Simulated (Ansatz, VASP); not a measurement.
**Ag: VASP beside Ansatz**

```
Ag
1.0
     0.00000    2.04275    2.04275
     2.04275    0.00000    2.04275
     2.04275    2.04275    0.00000
Ag
1
Direct
  0.00000 0.00000 0.00000
```

Alike in both runs: task relaxation of cell and atoms; functional PBE; dispersion D4; k mesh 8 × 8 × 8; occupations methfessel-paxton of order 1, width 0.2 eV; non-collinear spin, spin-orbit coupling; Hubbard terms Ag d U = 7.5 eV.

|  | VASP | Ansatz |
| --- | --- | --- |
| version | VASP 6.6.1 | Ansatz 0.2.0 |
| potentials or method | VASP PAW PBE potentials, release 64 (Ag) | Ansatz PAW |
| plane-wave cutoff (eV) | 600 | 420 |
| valence electrons in the cell | 11 | 19 |

|  | VASP | Ansatz | Ansatz less VASP |
| --- | --- | --- | --- |
| net moment per atom (μB) | 0.00 | 0.00 | 0.000 |
| relaxed volume (Å³/atom) | 16.60 | 17.76 | +1.159 |
| relaxed cell length with the largest relative difference (Å) | 2.864 | 2.929 | +0.0651 |
| energy change over the relaxation (meV/atom) | -3 | -9 | -5.8 |

The programs project onto different local orbitals, so the same U acts differently. The two sets of potentials don't hold the same shells in valence.

Caveats: the U is typed as a test and isn't derived for this compound; the plane-wave basis is chosen anew once the cell has moved, so the energies of steps on either side of that aren't comparable (Ansatz). The state reached can hang on the start; a lower one may exist.
